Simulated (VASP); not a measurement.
# Cu2O (Cuprite): relaxation of cell and atoms with PBEsol

Crystal: Cu2O (Cuprite).

```
Cu O
1.0
     4.26000    0.00000    0.00000
     0.00000    4.26000    0.00000
     0.00000    0.00000    4.26000
Cu O
4 2
Cartesian
  1.0650 1.0650 1.0650
  1.0650 3.1950 3.1950
  3.1950 3.1950 1.0650
  3.1950 1.0650 3.1950
  0.0000 0.0000 0.0000
  2.1300 2.1300 2.1300
```

| Property | Result |
| --- | --- |
| Program | VASP 6.6.1 |
| Task | relaxation of cell and atoms |
| Functional | PBEsol |
| Potentials or basis | VASP PAW PBE potentials, release 64 (Cu, O) |
| Cutoff | 600 eV |
| k mesh | 6 × 6 × 6 |
| Occupations | gaussian, width 0.03 eV |
| Spin | no spin polarisation |
| Further INCAR settings | ALGO = Normal; EDIFF = 1e-06; IBRION = 2; EDIFFG = -0.01; NSW = 90; ISIF = 3 |

```json
{"Relaxed volume": "12.62 Å³/atom", "Relaxed cell": "a = 4.231 Å, b = 4.231 Å, c = 4.231 Å, α = 90.00°, β = 90.00°, γ = 90.00°", "Space group after relaxing (to 0.05 Å)": "Pn-3m (No. 224)", "Energy gained by relaxing": "2.1 meV/atom", "Ionic steps": "3", "Pressure after relaxing": "0.0 GPa", "Band gap on the k mesh": "0.55 eV, direct"}
```

The path:
| step | energy change (eV) | largest force (eV/Å) | pressure (GPa) | volume (Å³) |
| --- | --- | --- | --- | --- |
| 1 | 0.0000 | 0.0000 | -2.52 | 77.31 |
| 2 | -0.0099 | 0.0000 | 1.14 | 75.07 |
| 3 | -0.0125 | 0.0000 | 0.04 | 75.75 |

Final structure:
```xyz
6
Lattice="4.2311 0.0000 0.0000 0.0000 4.2311 0.0000 0.0000 0.0000 4.2311" Properties=species:S:1:pos:R:3 pbc="T T T"
Cu    1.0578    1.0578    1.0578
Cu    1.0578    3.1733    3.1733
Cu    3.1733    3.1733    1.0578
Cu    3.1733    1.0578    3.1733
O     0.0000    0.0000    0.0000
O     2.1156    2.1156    2.1156
```

Levels at points of the mesh, in eV from the valence-band top:
| k point | band 24 | band 25 | band 26 | band 27 | band 28 | band 29 | band 30 | band 31 | band 32 | band 33 |
| --- | --- | --- | --- | --- | --- | --- | --- | --- | --- | --- |
| (0.00, 0.00, 0.00) | -1.61 | -1.61 | 0.00 | 0.00 | 0.00 | 0.55 | 1.11 | 1.11 | 8.03 | 8.03 |
| (0.50, 0.00, 0.00) | -1.73 | -1.23 | -1.23 | -0.41 | -0.41 | 2.29 | 2.29 | 4.18 | 4.18 | 7.50 |
| (0.50, 0.50, 0.00) | -1.52 | -1.24 | -1.24 | -0.68 | -0.68 | 1.88 | 1.88 | 3.87 | 3.87 | 6.81 |
| (0.50, 0.50, 0.50) | -1.67 | -1.03 | -0.59 | -0.59 | -0.59 | 2.37 | 2.37 | 2.37 | 4.93 | 4.93 |

Wall time 36 s on 2 MPI ranks on Intel(R) Xeon(R) 6975P-C (Granite Rapids) (shared host), peak memory 0.22 GiB a rank.

Caveat: the PAW data sets were made with another functional, which shifts forces and pressure a little. A k mesh can miss the band edges.
